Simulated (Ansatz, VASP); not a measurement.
# Two plane-wave programs on HgTe

INCAR

```
PREC     = Accurate       # precision mode
ENCUT    = 520            # plane-wave cutoff, eV
EDIFF    = 1E-6           # SCF threshold, eV
ISMEAR   = 0              # smearing method
SIGMA    = 0.15           # smearing width, eV
LREAL    = False          # projectors in reciprocal space
LASPH    = True           # aspherical terms in the spheres
NELM     = 100            # most SCF steps
ALGO     = Fast           # electronic algorithm
ISIF     = 2              # what is computed and relaxed
LWAVE    = False          # write WAVECAR
LCHARG   = False          # write CHGCAR
GGA      = PS             # functional
NBANDS   = 16             # bands
```

File KPOINTS:

```
regular mesh
0
Gamma
  14 14 14
```

POSCAR

```
HgTe
1.0
    0.0000000000      3.0771170000      3.0771170000
    3.0771170000      0.0000000000      3.0771170000
    3.0771170000      3.0771170000      0.0000000000
Hg Te
1 1
Direct
    0.0000000000      0.0000000000      0.0000000000
    0.4878132681      0.4878132681      0.5121867319
```

Input for Ansatz:

```yaml
crystal:
  lattice:
    - [0.0, 3.077117, 3.077117]
    - [3.077117, 0.0, 3.077117]
    - [3.077117, 3.077117, 0.0]
  atoms:
    - { symbol: Hg, position: [0.0, 0.0, 0.0] }
    - { symbol: Te, position: [0.4878132681, 0.4878132681, 0.5121867319] }
basis:
  ecutwfc: 420
kpoints:
  mp_grid: { grid: [14, 14, 14] }
hamiltonian:
  xc: pbesol
scf:
  occupations: { method: gaussian, width: 0.15 }
output:
  forces: true
  stress: true
  eigenvalues: true
```

Change from the starting cell: all Te atoms moved +0.075 Å, as atom 2 towards its neighbour atom 1 (Hg) at 3.077 Å.

Alike in both runs: task single point; functional PBEsol; k mesh 14 × 14 × 14; occupations gaussian, width 0.15 eV; no spin polarisation.

|  | VASP | Ansatz |
| --- | --- | --- |
| version | VASP 6.6.1 | Ansatz 0.2.0 |
| potentials or method | VASP PAW PBE potentials, release 64 (Hg, Te) | scalar-relativistic, plane waves, PAW |
| plane-wave cutoff (eV) | 520 | 420 |
| valence electrons in the cell | 18 | 36 |

Ansatz gave:

* gap on the k mesh at the Fermi level (eV): none
* pressure (GPa): -3.5
* largest component of the traceless stress (GPa): 0.18
* rms of the force components (eV/Å): 0.059

Problem. What did VASP give for the same quantities?

Solution. gap on the k mesh at the Fermi level (eV): none; pressure (GPa): -3.3; largest component of the traceless stress (GPa): 0.19; rms of the force components (eV/Å): 0.061.

Atom by atom the forces differ by 0.001 eV/Å (rms over components). A gap of «none» marks a metal or a gap that the smearing closes. The two sets of potentials don't hold the same shells in valence.

Caveats: the PAW data sets were made with another functional, which shifts forces and pressure a little (VASP). The runs have no spin-orbit coupling, so splittings on Hg, Te are missing.
